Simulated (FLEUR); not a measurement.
# SnTe (Fm-3m) in FLEUR: single point with revPBE

Aim: the single point of SnTe with revPBE.

Everything below comes from runs of FLEUR MaX-R8.1 (patched build s14). Logs are shortened: lines on timing, memory, paths and dates and some standing lists are left out, and cuts for length are marked.

## Step 1: The undisturbed crystal

The structure is cubic, space group Fm-3m (No. 225). Conventional cell: a = 6.302 Å, b = 6.302 Å, c = 6.302 Å, α = 90.00°, β = 90.00°, γ = 90.00°. Te (site symmetry m-3m) has 6 Sn at 3.15 Å as nearest neighbours. Sn (site symmetry m-3m) is surrounded by 6 Te at 3.15 Å.

## Step 2: Single point, revPBE, collinear spin, ferromagnetic start (volume scaled by 0.96)

Input file inp.xml:

```xml
<?xml version="1.0" encoding="UTF-8" standalone="no"?>
<fleurInput fleurInputVersion="0.39">
   <comment>
      SnTe                                                                                                
   </comment>
   <calculationSetup>
      <cutoffs Kmax="3.8" Gmax="11.8" GmaxXC="11.8" numbands="0"/>
      <scfLoop itmax="60" minDistance="0.00001" maxIterBroyd="15" imix="Anderson" alpha="0.05" precondParam="0.0" spinf="2.0"/>
      <coreElectrons ctail="T" frcor="F" kcrel="0" coretail_lmax="0"/>
      <xcFunctional name="rpbe" relativisticCorrections="F"/>
      <magnetism jspins="2"/>
      <soc l_soc="F" theta="0.0" phi="0.0" spav="F"/>
      <expertModes spex="0" secvar="F"/>
      <geometryOptimization l_f="F" forcealpha="1.0" forcemix="BFGS" epsdisp="0.00001" epsforce="0.00001"/>
      <ldaU l_linMix="F" mixParam="0.05" spinf="1.0"/>
   </calculationSetup>
   <cell>
      <bzIntegration valenceElectrons="44.0" mode="hist" fermiSmearingEnergy="0.00183747">
         <kPointListSelection listName="default-1"/>
         <!-- k-points included here -->
         <xi:include xmlns:xi="http://www.w3.org/2001/XInclude" href="kpts.xml"> </xi:include>
      </bzIntegration>
      <!-- symmetry operations included here -->
      <xi:include xmlns:xi="http://www.w3.org/2001/XInclude" href="sym.xml"> </xi:include>
      <bulkLattice scale="1.0">
         <bravaisMatrix>
            <row-1>    0.0000000000000000     5.8737709442430397     5.8737709442430397</row-1>
            <row-2>    5.8737709442430397     0.0000000000000000     5.8737709442430397</row-2>
            <row-3>    5.8737709442430397     5.8737709442430397     0.0000000000000000</row-3>
         </bravaisMatrix>
      </bulkLattice>
   </cell>
   <atomSpecies>
      <species name="Tellurium .501" element="Te" atomicNumber="52">
         <mtSphere radius="2.66" gridPoints="879" logIncrement="0.015"/>
         <atomicCutoffs lmax="11" lnonsphr="8"/>
         <electronConfig flipSpins="F">
            <coreConfig>(1s1/2) (2s1/2) (2p1/2) (2p3/2) (3s1/2) (3p1/2) (3p3/2) (4s1/2) (3d3/2) (3d5/2)</coreConfig>
            <valenceConfig>(4p1/2) (4p3/2) (5s1/2) (4d3/2) (4d5/2) (5p1/2) (5p3/2)</valenceConfig>
            <stateOccupation state="(5p1/2)" spinUp="0.6666666666667" spinDown="0.6666666666667"/>
            <stateOccupation state="(5p3/2)" spinUp="1.5838333333333" spinDown="1.0828333333333"/>
         </electronConfig>
         <energyParameters s="5" p="5" d="5" f="4"/>
         <lo type="SCLO" l="1" n="4" eDeriv="0"/>
         <lo type="SCLO" l="1" n="4" eDeriv="1"/>
         <lo type="SCLO" l="2" n="4" eDeriv="0"/>
         <lo type="SCLO" l="2" n="4" eDeriv="1"/>
         <lo type="SCLO" l="0" n="5" eDeriv="2"/>
         <lo type="SCLO" l="3" n="4" eDeriv="2"/>
      </species>
      <species name="Tin (Sn)" element="Sn" atomicNumber="50">
         <mtSphere radius="2.66" gridPoints="879" logIncrement="0.015"/>
         <atomicCutoffs lmax="11" lnonsphr="8"/>
         <electronConfig flipSpins="F">
            <coreConfig>(1s1/2) (2s1/2) (2p1/2) (2p3/2) (3s1/2) (3p1/2) (3p3/2) (3d3/2) (3d5/2)</coreConfig>
            <valenceConfig>(4s1/2) (4p1/2) (4p3/2) (5s1/2) (4d3/2) (4d5/2) (5p1/2) (5p3/2)</valenceConfig>
            <stateOccupation state="(5p1/2)" spinUp="0.333333" spinDown="0.333333"/>
            <stateOccupation state="(5p3/2)" spinUp="0.666667" spinDown="0.666667"/>
         </electronConfig>
         <energyParameters s="5" p="5" d="4" f="4"/>
         <lo type="SCLO" l="0" n="4" eDeriv="0"/>
         <lo type="SCLO" l="1" n="4" eDeriv="0"/>
         <lo type="SCLO" l="1" n="4" eDeriv="1"/>
         <lo type="SCLO" l="2" n="4" eDeriv="2"/>
         <lo type="SCLO" l="3" n="4" eDeriv="2"/>
      </species>
   </atomSpecies>
   <atomGroups>
      <atomGroup species="Tellurium .501">
         <relPos label="                   1">1.000/2.000 1.000/2.000 1.000/2.000</relPos>
         <force calculate="T" relaxXYZ="TTT"/>
      </atomGroup>
      <atomGroup species="Tin (Sn)">
         <relPos label="                   2">.0000000000 .0000000000 .0000000000</relPos>
         <force calculate="T" relaxXYZ="TTT"/>
      </atomGroup>
   </atomGroups>
   <output dos="F" band="F" slice="F">
      <checks vchk="F" cdinf="F"/>
      <bandDOS minEnergy="-.5*Htr" maxEnergy="0.5*Htr" sigma="0.015" storeEVData="T"/>
      <vacuumDOS vacdos="F" integ="F" star="F" nstars="0" locx1="0.0" locy1="0.0" locx2="0.0" locy2="0.0" nstm="0" tworkf="0.0"/>
      <unfoldingBand unfoldBand="F" supercellX="1" supercellY="1" supercellZ="1"/>
      <plotting iplot="0" polar="F">
         <plot TwoD="T" vec1="  1.0  0.0  0.0" vec2="  0.0  1.0  0.0" vec3="  0.0  0.0  1.0" zero="  0.0  0.0  0.0" file="plot"/>
      </plotting>
      <chargeDensitySlicing numkpt="0" minEigenval="0.0" maxEigenval="0.0" nnne="0" pallst="F"/>
      <specialOutput eonly="F"/>
      <magneticCircularDichroism mcd="F" energyLo="-10.0" energyUp="0.0"/>
   </output>
  <!-- We include the file relax.xml here to enable relaxations (see documentation) -->
  <xi:include xmlns:xi="http://www.w3.org/2001/XInclude" href="relax.xml"> <xi:fallback/> </xi:include>
</fleurInput>
```

Input file crystal.txt:

```
SnTe
&input cartesian=F /
0.0000000000  3.1082657258  3.1082657258
3.1082657258  0.0000000000  3.1082657258
3.1082657258  3.1082657258  0.0000000000
1.8897261246
1.0 1.0 1.0

2
52 0.5000000000  0.5000000000  0.5000000000 : 0.501
50 0.0000000000  0.0000000000  0.0000000000

&kpt div1=7 div2=7 div3=7 gamma=T /
```

Potentials or basis: all-electron, FLAPW.

Command:

```
> inpgen -f crystal.txt -profile fastHighL
> # inp.xml edited to the form shown
> fleur
```

What it wrote:

```text
Welcome to FLEUR        (www.flapw.de)
      MaX-Release 8.1          (www.max-centre.eu)

 ========== k-point set info ==========
 Selected k-point list: default-1
 k-point list type: mesh
 7 x 7 x 7
 Number of k points: 20

 ------------Calculation Setup---------------------------
 Number of OMP-threads    :            1
 Number of basis functions:          467
 Approximate size of matrices (H+S) per k-point:         0.003 GB
 --------------------------------------------------------
 Iteration:     1   Distance:       4.06112298 me/bohr^3
 Iteration:     2   Distance:       3.80594708 me/bohr^3
 Iteration:     3   Distance:       1.59247516 me/bohr^3
 Iteration:     4   Distance:       0.52816036 me/bohr^3
 Iteration:     5   Distance:       0.46823610 me/bohr^3
 Iteration:     6   Distance:       0.07756415 me/bohr^3
 Iteration:     7   Distance:       0.05902544 me/bohr^3
 Iteration:     8   Distance:       0.01735311 me/bohr^3
 Iteration:     9   Distance:       0.01213268 me/bohr^3
 Iteration:    10   Distance:       0.00921724 me/bohr^3
 Iteration:    11   Distance:       0.00195596 me/bohr^3
 Iteration:    12   Distance:       0.00046681 me/bohr^3
 Iteration:    13   Distance:       0.00019219 me/bohr^3
 Iteration:    14   Distance:       0.00003053 me/bohr^3
 Iteration:    15   Distance:       0.00001410 me/bohr^3
 Iteration:    16   Distance:       0.00001282 me/bohr^3
 Iteration:    17   Distance:       0.00000586 me/bohr^3

 ********************************************************************
 Run finished successfully
 Stop message:
   all done
 ********************************************************************
```

out.xml (last iteration):

```text
<iteration numberForCurrentRun="   17" overallNumber="   17">
         <energyParameters units="Htr">
            <atomicEP atomType="1" spin="1" branch="5s" branchLowest="-5.60" branchHighest="0.32" value="-0.1622716489"/>
            <atomicEP atomType="1" spin="1" branch="5p" branchLowest="-3.77" branchHighest="0.94" value="0.1330763703"/>
            <atomicEP atomType="1" spin="1" branch="5d" branchLowest="-1.08" branchHighest="2.03" value="0.3780709600"/>
            <atomicEP atomType="1" spin="1" branch="4f" branchLowest="-9.99" branchHighest="1.54" value="0.5361515384"/>
            <loAtomicEP atomType="1" spin="1" branch="4p" branchLowest="-29.08" branchHighest="-3.77" value="-3.7681041551"/>
            <loAtomicEP atomType="1" spin="1" branch="4p" branchLowest="-29.08" branchHighest="-3.77" value="-3.7681041551"/>
            <loAtomicEP atomType="1" spin="1" branch="4d" branchLowest="-20.13" branchHighest="-1.08" value="-1.0975231704"/>
            <loAtomicEP atomType="1" spin="1" branch="4d" branchLowest="-20.13" branchHighest="-1.08" value="-1.0975231704"/>
            <loAtomicEP atomType="1" spin="1" branch="5s" branchLowest="-5.60" branchHighest="0.32" value="-0.1622716489"/>
            <loAtomicEP atomType="1" spin="1" branch="4f" branchLowest="-9.99" branchHighest="1.54" value="0.5361466150"/>
            <atomicEP atomType="2" spin="1" branch="5s" branchLowest="-4.51" branchHighest="0.65" value="-0.0164764359"/>
            <atomicEP atomType="2" spin="1" branch="5p" branchLowest="-2.88" branchHighest="1.26" value="0.2048524010"/>
            <atomicEP atomType="2" spin="1" branch="4d" branchLowest="-16.97" branchHighest="-0.51" value="-0.5215776855"/>
            <atomicEP atomType="2" spin="1" branch="4f" branchLowest="-9.99" branchHighest="1.78" value="0.5597403721"/>
            <loAtomicEP atomType="2" spin="1" branch="4s" branchLowest="-30.63" branchHighest="-4.51" value="-4.5056571847"/>
            <loAtomicEP atomType="2" spin="1" branch="4p" branchLowest="-25.24" branchHighest="-2.88" value="-2.8806920439"/>
            <loAtomicEP atomType="2" spin="1" branch="4p" branchLowest="-25.24" branchHighest="-2.88" value="-2.8806920439"/>
[... 6 lines left out ...]
            <loAtomicEP atomType="1" spin="2" branch="4p" branchLowest="-29.08" branchHighest="-3.77" value="-3.7681041547"/>
            <loAtomicEP atomType="1" spin="2" branch="4p" branchLowest="-29.08" branchHighest="-3.77" value="-3.7681041547"/>
            <loAtomicEP atomType="1" spin="2" branch="4d" branchLowest="-20.13" branchHighest="-1.08" value="-1.0975231672"/>
            <loAtomicEP atomType="1" spin="2" branch="4d" branchLowest="-20.13" branchHighest="-1.08" value="-1.0975231672"/>
            <loAtomicEP atomType="1" spin="2" branch="5s" branchLowest="-5.60" branchHighest="0.32" value="-0.1622716259"/>
            <loAtomicEP atomType="1" spin="2" branch="4f" branchLowest="-9.99" branchHighest="1.54" value="0.5361466244"/>
            <atomicEP atomType="2" spin="2" branch="5s" branchLowest="-4.51" branchHighest="0.65" value="-0.0164764269"/>
            <atomicEP atomType="2" spin="2" branch="5p" branchLowest="-2.88" branchHighest="1.26" value="0.2048524053"/>
            <atomicEP atomType="2" spin="2" branch="4d" branchLowest="-16.97" branchHighest="-0.51" value="-0.5215776846"/>
            <atomicEP atomType="2" spin="2" branch="4f" branchLowest="-9.99" branchHighest="1.78" value="0.5597403723"/>
            <loAtomicEP atomType="2" spin="2" branch="4s" branchLowest="-30.63" branchHighest="-4.51" value="-4.5056571885"/>
            <loAtomicEP atomType="2" spin="2" branch="4p" branchLowest="-25.24" branchHighest="-2.88" value="-2.8806920468"/>
            <loAtomicEP atomType="2" spin="2" branch="4p" branchLowest="-25.24" branchHighest="-2.88" value="-2.8806920468"/>
            <loAtomicEP atomType="2" spin="2" branch="4d" branchLowest="-16.97" branchHighest="-0.51" value="-0.5368194550"/>
            <loAtomicEP atomType="2" spin="2" branch="4f" branchLowest="-9.99" branchHighest="1.78" value="0.5597374185"/>
         </energyParameters>
         <eigenvalues>
[... 85 lines left out ...]
            <state n="3" l="2" j="1.5" energy="-17.1587178029" weight="2.0000000000"/>
            <state n="3" l="2" j="2.5" energy="-16.8391981955" weight="3.0000000000"/>
         </coreStates>
         <coreStates atomType="     2" atomicNumber=" 50" spin="2" kinEnergy="   3112.3465109152" eigValSum="  -1849.3633115209" lostElectrons=" 0.000000">
            <state n="1" l="0" j="0.5" energy="-1065.2004243299" weight="1.0000000000"/>
            <state n="2" l="0" j="0.5" energy="-160.4132732682" weight="1.0000000000"/>
            <state n="2" l="1" j="0.5" energy="-149.7956680428" weight="1.0000000000"/>
            <state n="2" l="1" j="1.5" energy="-141.3201935412" weight="2.0000000000"/>
            <state n="3" l="0" j="0.5" energy="-30.6263053038" weight="1.0000000000"/>
            <state n="3" l="1" j="0.5" energy="-26.3160314356" weight="1.0000000000"/>
            <state n="3" l="1" j="1.5" energy="-24.7680959304" weight="2.0000000000"/>
            <state n="3" l="2" j="1.5" energy="-17.1587178040" weight="2.0000000000"/>
            <state n="3" l="2" j="2.5" energy="-16.8391981965" weight="3.0000000000"/>
         </coreStates>
         <allElectronCharges>
            <spinDependentCharge spin="1" total="51.0000000" interstitial="1.8428617" mtSpheres="49.1571383"/>
            <spinDependentCharge spin="2" total="51.0000000" interstitial="1.8428620" mtSpheres="49.1571380"/>
            <totalCharge value="101.9999999934"/>
         </allElectronCharges>
         <magneticMomentsInMTSpheres units="muBohr">
            <globalMagMoment atomType="1" vec="0.00000   0.00000   0.00000"/>
            <localMagMoment atomType="1" vec="0.00000   0.00000   0.00000"/>
            <globalMagMoment atomType="2" vec="0.00000   0.00000   0.00000"/>
            <localMagMoment atomType="2" vec="0.00000   0.00000   0.00000"/>
         </magneticMomentsInMTSpheres>
         <orbitalMomentsInMTSpheres units="muBohr">
            <globalMagMoment atomType="1" vec="0.00000   0.00000   0.00000"/>
            <localMagMoment atomType="1" vec="0.00000   0.00000   0.00000"/>
            <globalMagMoment atomType="2" vec="0.00000   0.00000   0.00000"/>
            <localMagMoment atomType="2" vec="0.00000   0.00000   0.00000"/>
         </orbitalMomentsInMTSpheres>
         <totalEnergy                                    value="   -12976.4013641119" units="Htr">
            <sumOfEigenvalues                            value="    -7856.3031815906">
               <coreElectrons value="-7791.7296556294"/>
               <valenceElectrons value="-64.5735259612"/>
            </sumOfEigenvalues>
            <densityCoulombPotentialIntegral value="-21103.3141761321"/>
            <densityEffectivePotentialIntegral value="-21549.1566988397"/>
            <chargeDenXCDenIntegral value="-342.0130161611"/>
            <FockExchangeEnergyValence value="0.0000000000"/>
            <FockExchangeEnergyCore value="0.0000000000"/>
            <atomTypeDependentContributions atomType="1">
               <electronNucleiInteractionDifferentMTs value="8242.0853383243"/>
               <MadelungTerm value="-24.0206963619"/>
            </atomTypeDependentContributions>
            <atomTypeDependentContributions atomType="2">
               <electronNucleiInteractionDifferentMTs value="7486.6735062005"/>
               <MadelungTerm value="-22.8052362471"/>
            </atomTypeDependentContributions>
            <tkbTimesEntropy value="0.0000042827"/>
            <freeEnergy value="-12976.4013683947"/>
            <extrapolationTo0K value="-12976.4013662533"/>
         </totalEnergy>
         <densityConvergence units="me/bohr^3">
            <chargeDensity spin="1" distance="0.0000037918"/>
            <chargeDensity spin="2" distance="0.0000035941"/>
            <overallChargeDensity distance="0.0000058635"/>
            <spinDensity distance="0.0000044955"/>
         </densityConvergence>
      </iteration>
```

It took 36 s on 1 thread of Intel Xeon 6975P-C (Granite Rapids), shared host; peak memory 0.09 GiB.

What came out:

| Item | Value |
| --- | --- |
| Free energy | -353105.8697 eV |
| Net moment | 0.00 μB per cell |
| Valence electrons inside the program's atomic spheres | Te 20.17; Sn 20.15 (radii Te 2.66, Sn 2.66 bohr) |

Levels at points of the mesh, in eV from the Fermi level:
Spin up:
| k point | band 20 | band 21 | band 22 | band 23 | band 24 | band 25 |
| --- | --- | --- | --- | --- | --- | --- |
| (0.00, 0.00, 0.00) | -2.37 | -2.37 | -2.37 | 3.36 | 3.36 | 3.36 |
Spin down:
```csv
k point,band 20,band 21,band 22,band 23,band 24,band 25
"(0.00, 0.00, 0.00)",-2.37,-2.37,-2.37,3.36,3.36,3.36
```

Core levels (eV from the Fermi level):
```
atom                                                                                                                                           levels
1 Te  1s1/2 -31604.5, 2s1/2 -4841.6, 2p1/2 -4535.4, 2p3/2 -4260.9, 3s1/2 -960.2, 3p1/2 -834.4, 3p3/2 -783.2, 4s1/2 -160.0, 3d3/2 -561.6, 3d5/2 -550.9
2 Sn                1s1/2 -28993.1, 2s1/2 -4372.6, 2p1/2 -4083.6, 2p3/2 -3853.0, 3s1/2 -840.9, 3p1/2 -723.6, 3p3/2 -681.5, 3d3/2 -474.4, 3d5/2 -465.7
```

Caveat: this odd mesh misses L, where the gap lies, so gap, dielectric constants and Born charges aren't listed.
